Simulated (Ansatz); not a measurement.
Cancellation of cutoff errors in Zr2N

The calculation used Ansatz, DFT PBEsol, scalar-relativistic, plane waves, PAW.

```yaml
crystal:
  lattice:
    - [5.41300, 0.00000, 0.00000]
    - [0.00000, 5.41300, 0.00000]
    - [0.00000, 0.00000, 3.30779]
  atoms:
    - { symbol: Zr, position: [0.29613, 0.29613, 0.00000] }
    - { symbol: Zr, position: [0.70387, 0.70387, 0.00000] }
    - { symbol: Zr, position: [0.79613, 0.20387, 0.50000] }
    - { symbol: Zr, position: [0.20387, 0.79613, 0.50000] }
    - { symbol: N, position: [0.00000, 0.00000, 0.00000] }
    - { symbol: N, position: [0.50000, 0.50000, 0.50000] }
```

| Quantity | Value |
| --- | --- |
| Γ-centred k-mesh | 8×8×10 |
| occupation rule | Gaussian smearing, 0.1 eV |
| spin treatment | unpolarised |

A second cell has all atoms moved and the lattice slightly strained:

```yaml
crystal:
  lattice:
    - [5.41169, 0.06418, -0.01060]
    - [0.06418, 5.36851, 0.01709]
    - [-0.00648, 0.01045, 3.33232]
  atoms:
    - { symbol: Zr, position: [0.30532, 0.29893, 0.00789] }
    - { symbol: Zr, position: [0.71034, 0.68743, 0.99757] }
    - { symbol: Zr, position: [0.80291, 0.21492, 0.51133] }
    - { symbol: Zr, position: [0.20677, 0.79505, 0.48916] }
    - { symbol: N, position: [0.00117, 0.00493, 0.99965] }
    - { symbol: N, position: [0.50060, 0.51026, 0.50577] }
```

It ran on a 6×6×8 mesh, another than the first cell's, which shifts the difference by nearly the same amount at every cutoff. Both were run at several values of the cutoff; energies per atom at zero smearing, errors against the largest value (600 eV), which isn't proved converged itself.

| cutoff | error, first cell (meV) | error, second cell (meV) |
| --- | --- | --- |
| 200 eV | 1879.33 | 1877.53 |
| 250 eV | 495.99 | 493.70 |
| 300 eV | 110.82 | 111.13 |
| 350 eV | 21.88 | 22.05 |
| 420 eV | 1.81 | 1.81 |

Question: At the largest value the second cell lies 30.98 meV/atom above the first. What is the error of that difference at each value, and where does each quantity come within 1 meV/atom?

Answer: The error of the difference is the second cell's error less the first's:
```
cutoff difference (meV) its error (meV)
200 eV             29.18            -1.81
250 eV             28.70            -2.28
300 eV             31.30             0.31
350 eV             31.15             0.17
420 eV             30.99             0.01
```

No value below the largest brings the first cell's total energy within 1 meV/atom, while the difference is there from 300 eV on. Most of the error cancels, by a factor of about 313 in the median. A missing short wave mostly misdescribes the region near each nucleus, which both cells share; what doesn't cancel comes largely from the change of volume and bonding.

6 further runs of this set aren't shown.

Cost: 12 runs of about 11 core-minutes in all, on Intel Xeon Processor @ 2.50GHz (Skylake/Cascade Lake) (shared hosts).